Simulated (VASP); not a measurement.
Input of a VASP 6.6.1 run:

The input INCAR:

```
SYSTEM = CuO
PREC     = Accurate       ! precision mode
ENCUT    = 520            ! plane-wave cutoff, eV
EDIFF    = 1E-6           ! SCF threshold, eV
ISMEAR   = 0              ! smearing method
SIGMA    = 0.02           ! smearing width, eV
LREAL    = .FALSE.        ! projectors in reciprocal space
LASPH    = .TRUE.         ! aspherical terms in the spheres
NELM     = 60             ! most SCF steps
ALGO     = Normal         ! electronic algorithm
ISIF     = 2              ! what is computed and relaxed
LWAVE    = .FALSE.        ! write WAVECAR
LCHARG   = .TRUE.         ! write CHGCAR
GGA      = PE             ! functional
LELF     = .TRUE.         ! ELF
```

KPOINTS

```
Automatic mesh
0
G
  11 11 10
  0 0 0
```

The input POSCAR:

```
CuO
1.0
    2.8363251100      0.0000000000      0.0000000000
   -1.4181625500      2.4563296000      0.0000000000
    0.0000000000      0.0000000000      2.7681127800
Cu O
1 1
Direct
    0.0000000000      0.0000000000      0.0000000000
    0.6666666667      0.3333333333      0.5000000000
```

Potentials or basis: VASP PAW PBE potentials, release 64 (Cu, O).

Run with:

```bash
$ cat potpaw_PBE.64/Cu/POTCAR potpaw_PBE.64/O/POTCAR > POTCAR
$ mpirun -np 1 vasp_std > vasp.out
```

Problem. Predict the band gap on the k mesh.

Solution. None (metal or under the smearing width).

Problem. What does it give for the pressure?

Solution. -0.5 GPa.

Stress tensor (GPa, compression positive):
```
 2.91  0.00  0.00
 0.00  2.91  0.00
 0.00  0.00 -7.46
```

Caveat: an odd number of electrons without spin polarisation forces a metal; a magnetic or distorted state may lie lower; the run has no spin polarisation, though such a crystal can be magnetic; semilocal functionals often make such compounds metallic where correlation or magnetic order opens a gap, which also shifts bond lengths. With open d or f shells a metallic result of PBE can be an artefact of self-interaction; +U or a hybrid may open a gap.
